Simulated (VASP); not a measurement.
Input of a VASP 6.6.1 run:

The input INCAR:

```
ALGO = Normal
EDIFF = 1E-8
ENCUT = 520
GGA = PE
ISIF = 2
ISMEAR = 0
KPAR = 4
LASPH = True
LCHARG = False
LEPSILON = True
LREAL = False
LWAVE = False
NELM = 80
PREC = Accurate
SIGMA = 0.03
```

Contents of KPOINTS:

```
k-points
0
Monkhorst-Pack
  6 6 6
```

Contents of POSCAR:

```
ZnGa2O4                                 
1.0
    0.0000000000      4.1746942910      4.1746942910
    4.1746942910      0.0000000000      4.1746942910
    4.1746942910      4.1746942910      0.0000000000
  Zn              Ga              O             
     2     4     8
Direct
     0.5000000000000000    0.5000000000000000    0.5000000000000000
     0.7500000000000000    0.7500000000000000    0.7500000000000000
     0.1250000000000000    0.1250000000000000    0.6250000000000000
     0.1250000000000000    0.6250000000000000    0.1250000000000000
     0.6250000000000000    0.1250000000000000    0.1250000000000000
     0.1250000000000000    0.1250000000000000    0.1250000000000000
     0.8863900171037287    0.3408299486888069    0.8863900171037287
     0.3636099828962713    0.3636099828962713    0.9091700513111931
     0.3636099828962713    0.3636099828962713    0.3636099828962713
     0.9091700513111931    0.3636099828962713    0.3636099828962713
     0.8863900171037287    0.8863900171037287    0.8863900171037287
     0.3408299486888069    0.8863900171037287    0.8863900171037287
     0.3636099828962713    0.9091700513111931    0.3636099828962713
     0.8863900171037287    0.8863900171037287    0.3408299486888069
```

Potentials or basis: VASP PAW PBE potentials, release 64 (Zn, Ga_d, O).

Run with:

```sh
$ cat potpaw_PBE.64/Zn/POTCAR potpaw_PBE.64/Ga_d/POTCAR potpaw_PBE.64/O/POTCAR > POTCAR
$ mpirun -np 4 vasp_std > vasp.out
```

Task: Predict the electronic dielectric tensor (diagonal).

Result: 4.12.

Task: Estimate the Born charges (mean of the diagonal).

Result: Zn +2.25; Ga +3.07; O -2.10 e.

Electronic dielectric tensor:
```
4.12 0.00 0.00
0.00 4.12 0.00
0.00 0.00 4.12
```
